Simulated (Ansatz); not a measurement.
# A series in volume scale on YN

Free energy against uniform scaling of the volume at fixed shape and fractions; periodic cell, basis, potentials, k mesh and filling as listed. The results are calculated, by Ansatz 0.2.0.

The cell before it is scaled or strained (space group Fm-3m, No. 225):
```
CELL_PARAMETERS angstrom
0.00000 2.43850 2.43850
2.43850 0.00000 2.43850
2.43850 2.43850 0.00000
ATOMIC_POSITIONS crystal
Y 0.00000 0.00000 0.00000
N 0.50000 0.50000 0.50000
```

Settings of every row: functional PBE; dispersion none; potentials all-electron LAPW; k mesh 8x8x8; k shift 0x0x0; occupations fixed; smearing width 0 eV; spin none; basis error target 0.002 eV/atom.

Limits: coarse k mesh, up to 40 meV an atom off.

| row | volume scale | V (Å³/atom) | energy above lowest point (meV/atom) |
| --- | --- | --- | --- |
| 1 | 0.94 | 13.63 | 49.9 |
| 2 | 0.96 | 13.92 | 26.7 |
| 3 | 0.98 | 14.21 | 11.1 |
| 4 | 1 | 14.5 | 2.4 |
| 5 | 1.02 | 14.79 | 0 |
| 6 | 1.04 | 15.08 | ? |
| 7 | 1.06 | 15.37 | 11.4 |

Question: what energy above lowest point should row 6 give?

Worked fit of energy above lowest point. Take u = (V_r/V)^(2/3) − 1 with V_r = 14.355 Å³ an atom, which is twice the finite (Eulerian) strain; such expansions in the strain, on which the Birch-Murnaghan equation of state is built, carry the rest volume and the bulk modulus. The shown rows have u = 0.03515, 0.02073, 0.00679, -0.00668, -0.01971, -0.04452. Least squares give energy above lowest point = 5.95 + 644.3 × u + 17228 × u² meV/atom; a straight line predicts inner rows, each left out in turn, worse (root mean square 11 against 0.045 meV/atom). The rows lie off it by 0.0, 0.0, 0.0, 0.0, 0.1, 0.0. Its lowest point lies at u = -0.0187, or V = 14.77 Å³ an atom, and the curvature there gives the bulk modulus at fixed shape and fractions, B = (4/9)(1 + u)² E″(u)/V = 160 GPa. The withheld row has u = -0.03231, so the fit gives 5.95 + 644.3 × (-0.03231) + 17228 × (-0.03231)² = 3.1 meV/atom.

The calculation gave 3.2 meV/atom. The fit lies 0.1 meV/atom (3.1 % of the value, 0.2 % of the column's range) below it, one unit of the last digit.
